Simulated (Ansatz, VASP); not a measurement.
# InP in two plane-wave programs, part 2 of 2

Aim: how closely do two programs agree when they are given the same cell, functional and k mesh?

VASP 6.6.1 and Ansatz 0.2.0.

So far. Step 4 (Comparison): The walks stopped with 0.00 GPa left in Ansatz and -0.01 GPa in VASP; each walk ends within a tolerance, so the volume difference is uncertain by about these residues over the bulk modulus, most in soft cells.

### Step 5. Ansatz: zone-centre phonons, PBE with D3(BJ)

Level of this step: Ansatz beside VASP: Kohn-Sham DFT, plane waves, PBE with D3(BJ) (Ansatz).

Second derivatives magnify differences that forces hide, and they need a tight electronic threshold. The cell compared in this pair holds 51.12 Å³, against 50.53 Å³ for the pair before.

The cell is taken from a series of VASP runs on this material, whose earlier steps may have relaxed, scaled or displaced it; both programs get it as it stands.

The input, input.yaml:

```yaml
crystal:
  lattice:
    - [0.0, 2.9457387471, 2.9457387471]
    - [2.9457387471, 0.0, 2.9457387471]
    - [2.9457387471, 2.9457387471, 0.0]
  atoms:
    - { symbol: In, position: [0.0, 0.0, 0.0] }
    - { symbol: P, position: [0.25, 0.25, 0.25] }
hamiltonian:
  xc: pbe
  pseudopotentials: { kind: paw }
  dispersion: d3bj
kpoints:
  mp_grid: { grid: [7, 7, 7] }
scf:
  occupations: { method: gaussian, width: 0.05 }
phonons:
  method: dfpt
  qpoints: [[0, 0, 0]]
```

Run with:

```console
$ ansatz run input.yaml --threads 4 --pin off --max-ram 9216MiB --backend cpu --events-out ev --progress --plain --runs-dir out
```

Numbers of over 12 decimals in the logs are rounded to 6 here.

The program printed:

```text
zone centre: on kpoints.mp_grid the ground state, and the responses unless they are solved on pairs of k-points, stand on 40 of the mesh's 343 k-points, reduced under 8 symmetry operations, with k and −k counted as one. Each operation leaves every solved displacement unchanged or reverses it
[...]
Crystal: 2 atoms, lattice volume = 51.123 Å³
[...]
ASR residual per site (eV/Å²): 1.47e-5 3.01e-5
  Γ frequencies (cm⁻¹): 0.00 0.00 0.00 297.09 297.09 297.09
  non-analytic LO–TO correction: not included (Born effective charges unavailable; polar crystals: no LO–TO splitting at Γ)
--- Phonons (arbitrary-q DFPT): 1 explicit q-point ---
  q = [0, 0, 0] (of the zone-centre solve; hermiticity 1.43e-6, symmetrization 1.17e-13): -0.00 0.00 0.00 297.09 297.09 297.09
  sum rule: each row above includes the acoustic sum rule's correction from the zone centre's row sums; it moved no ω² by more than (0.51 cm⁻¹)²
[key lines of the parts left out:]
SCF converged after 9 iterations
Free energy (F): -6354.608482 eV
Fermi energy:    7.119087 eV
```

It took 2.7 s on 4 threads of Arm Neoverse V1, shared host; peak memory 0.4 GiB.

### Step 6. VASP: zone-centre phonons, PBE with D3(BJ)

The same cell, functional, mesh and smearing now go to VASP, with its own data sets and cutoff.

The input, INCAR:

```
SYSTEM = InP
PREC = Accurate
ENCUT = 400
EDIFF = 1E-08
NELM = 100
ISMEAR = 0
SIGMA = 0.05
LREAL = .FALSE.
ALGO = Normal
GGA = PE
IVDW = 12
NBANDS = 15
LORBIT = 11
LWAVE = .FALSE.
LCHARG = .FALSE.
KPAR = 2
IBRION = 6
NFREE = 2
POTIM = 0.015
ISIF = 2
NSW = 1
```

The input, POSCAR:

```
InP
1.0
    0.0000000000      2.9457387471      2.9457387471
    2.9457387471      0.0000000000      2.9457387471
    2.9457387471      2.9457387471      0.0000000000
In P
1 1
Direct
    0.0000000000      0.0000000000      0.0000000000
    0.2500000000      0.2500000000      0.2500000000
```

The input, KPOINTS:

```
Automatic mesh
0
Gamma
7 7 7
0 0 0
```

The projector-augmented-wave data sets are In_d and P (PBE family, release 64).

Run with:

```console
$ mpirun -np 2 vasp_std
```

The program printed:

```text
[... set-up lines as in an earlier step ...]
 entering main loop
       N       E                     dE             d eps       ncg     rms          rms(c)
DAV:   1     0.104660001602E+03    0.10466E+03   -0.73123E+03   600   0.112E+03
DAV:   2    -0.205781064989E+01   -0.10672E+03   -0.10282E+03   663   0.277E+02
DAV:   3    -0.863102904663E+01   -0.65732E+01   -0.65452E+01   782   0.727E+01
DAV:   4    -0.879805659165E+01   -0.16703E+00   -0.16697E+00   736   0.131E+01
[...]
DAV:  14    -0.839078006697E+01   -0.28920E-06   -0.38133E-07   670   0.594E-03    0.179E-03
DAV:  15    -0.839078004795E+01    0.19027E-07   -0.12887E-08   741   0.875E-04    0.150E-03
DAV:  16    -0.839078005530E+01   -0.73496E-08   -0.29193E-09   426   0.451E-04
   1 F= -.90073751E+01 E0= -.90073751E+01  d E =-.449888E-13
[...]
2 F= -.90064974E+01 E0= -.90064974E+01  d E =-.159352E-11
[...]
3 F= -.90064976E+01 E0= -.90064976E+01  d E =-.160941E-11
[...]
4 F= -.90064892E+01 E0= -.90064892E+01  d E =-.160846E-11
[...]
5 F= -.90064891E+01 E0= -.90064891E+01  d E =-.160925E-11
 Finite differences progress:
  Degree of freedom:   2/  2
  Displacement:        2/  2
  Total:               4/  4
```

OUTCAR, selected parts (step 6):

```text
 Edisp (eV)   -0.61660

 Edisp (eV)   -0.61660

  Total       0.00348     0.00601     0.00601     0.00000     0.12144     0.00000
  in kB       0.10896     0.18844     0.18844     0.00000     3.80583     0.00000
  external pressure =        0.16 kB  Pullay stress =        0.00 kB

 POSITION                                       TOTAL-FORCE (eV/Angst)
 -----------------------------------------------------------------------------------
      0.00000      0.00000      0.00000        -0.118061      0.000000      0.000000
      1.45787      1.47287      1.47287         0.118061     -0.000000     -0.000000
 -----------------------------------------------------------------------------------
    total drift:                                0.000034      0.000000      0.000000

  FREE ENERGIE OF THE ION-ELECTRON SYSTEM (eV)
  ---------------------------------------------------
  free  energy   TOTEN  =        -9.0064890843 eV

  energy  without entropy=       -9.0064890843  energy(sigma->0) =       -9.00648908

[... 1 part as in an earlier step ...]

[... 2 further parts left out ...]
[key lines of the parts left out:]
E-fermi :   5.2608
```

### Step 7. Side by side

What differs besides the data sets and the points named for the pairs above, as far as they apply: Ansatz takes the dispersion share of the force constants at frozen C6 weights, VASP differentiates the full forces; VASP uses finite displacements, Ansatz perturbation theory. Total energies have different zeros and are not compared.

The two programs side by side:

```
                  quantity  Ansatz   VASP  difference
optical mode 1 to 3 (cm⁻¹)   297.1  296.1     +0.34 %
```

Modes are paired by rising frequency and degeneracy, not by their patterns, so a pair may still set unlike modes beside each other.

### Step 8. Results

| Property | Result |
| --- | --- |
| difference in volume (relaxation of cell and atoms, PBE with D3(BJ)) | 0.099 % |
| r.m.s. difference of the optical zone-centre modes, each program's sorted by frequency (zone-centre phonons, PBE with D3(BJ)) | 1.0 cm⁻¹ |

The difference in volume is 0.099 % (relaxation of cell and atoms, PBE with D3(BJ)), within the 1.2 % picked in this series as the mark of a large difference, as far as the stopping tolerances let one tell. Such differences can come from data sets, numerical settings and the points named under the comparisons, not from the functional's error against experiment.

[Lines on the potential files, build, host, timing and source positions are cut from VASP's logs without a mark.]

[Logs are printed without paths, hosts, clocks, repeated set-up lines and the standing remarks that a program may print on its own settings, such as how far it seeks lower states.]

[Hosts, paths, dates, database ids (printed as entryN), source tags and the programs' standing remarks are cut or masked in the printed files.]
